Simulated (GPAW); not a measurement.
## Ag: band structure with BEEF-vdW

Ag:

```
Ag
1.0
     0.00000    2.04275    2.04275
     2.04275    0.00000    2.04275
     2.04275    2.04275    0.00000
Ag
1
Direct
  0.00000 0.00000 0.00000
```

* Program: GPAW 26.7.0
* Task: band structure
* Functional: BEEF-vdW
* Potentials or basis: GPAW PAW data sets (gpaw-data 1.2.1)
* Cutoff: 600 eV
* Basis: pw
* k mesh: 11 × 11 × 11
* Occupations: fermi-dirac, width 0.05 eV
* Spin: spin-orbit coupling, no magnetisation
* Maxiter: 150
* Band path: GXWKGLUWLK,UX
* Band points: 80
* spin axis theta (degrees): 90
* spin axis phi (degrees): 0
* Soc after scf: second variation

```
Band gap along the path : none (metal or under the smearing width)
```

Levels at the corners of the path, in eV from the Fermi level:
| point | band 14 | band 15 | band 16 | band 17 | band 18 | band 19 |
| --- | --- | --- | --- | --- | --- | --- |
| Γ | -5.05 | -4.20 | -4.20 | -4.20 | -4.20 | 16.03 |
| X | -3.41 | -3.07 | -3.07 | 1.42 | 1.42 | 6.46 |
| W | -4.21 | -3.26 | -3.26 | 5.56 | 5.56 | 5.89 |
| K | -4.05 | -3.50 | -3.50 | 4.04 | 4.04 | 5.04 |
| Γ | -5.05 | -4.20 | -4.20 | -4.20 | -4.20 | 16.03 |
| L | -3.58 | -3.36 | -3.36 | -0.60 | -0.60 | 3.32 |
| U | -4.05 | -3.50 | -3.50 | 4.04 | 4.04 | 5.04 |
| W | -4.21 | -3.26 | -3.26 | 5.56 | 5.56 | 5.89 |
| L | -3.58 | -3.36 | -3.36 | -0.60 | -0.60 | 3.32 |
| K | -4.05 | -3.50 | -3.50 | 4.04 | 4.04 | 5.04 |
| U | -4.05 | -3.50 | -3.50 | 4.04 | 4.04 | 5.04 |
| X | -3.41 | -3.07 | -3.07 | 1.42 | 1.42 | 6.46 |

It took 27 s on 1 thread of Arm Neoverse V1, on a shared host, peak memory 0.25 GiB.

Caveat: spin-orbit coupling was added after a scalar SCF, so levels and gaps hold it while energy, forces, pressure and moments don't; this program's spin-orbit splittings come out too wide for heavy elements.
